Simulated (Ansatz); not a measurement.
**MgO with crystal.symmetry, basis.ecutwfc, basis.xc_grid changed**

Level of theory: PBE, no spin polarisation, scalar-relativistic; Ansatz, plane waves to 420 eV (PAW set soft_2), k-mesh 10×10×10. These are the settings of the reference run.

Cell:

```cif
data_structure
_symmetry_space_group_name_H-M 'P 1'
_symmetry_Int_Tables_number 1
_cell_length_a 3.0077
_cell_length_b 3.0077
_cell_length_c 3.0077
_cell_angle_alpha 60.000
_cell_angle_beta 60.000
_cell_angle_gamma 60.000
_cell_volume 19.24
loop_
_atom_site_label
_atom_site_type_symbol
_atom_site_fract_x
_atom_site_fract_y
_atom_site_fract_z
_atom_site_occupancy
Mg1 Mg 0.00000 0.00000 0.00000 1
O1 O 0.50000 0.50000 0.50000 1
```

The reference run of this cell is solved again as a single point with these keys changed:

| key | reference run | changed run |
| --- | --- | --- |
| crystal.symmetry | not typed | {detect: false} |
| basis.ecutwfc | 420 | 450 eV |
| basis.xc_grid | not typed | 3 |

**Question.** Does this change matter?

**Answer.** 

| quantity | reference run | changed run |
| --- | --- | --- |
| energy, changed less reference (meV an atom) | 0 | -2.2 |
| pressure (GPa) | 0.0 | 0.0 |
| largest force (eV/Å) | 0.00 | 0.00 |
| gap on the mesh (eV) | 4.46 | 4.46 |

The energy moves by 2.2 meV an atom (0.00 eV for the cell). It took 6 iterations.

Caveats: a single point, atoms not relaxed again; semilocal functionals make gaps too small and can close them.
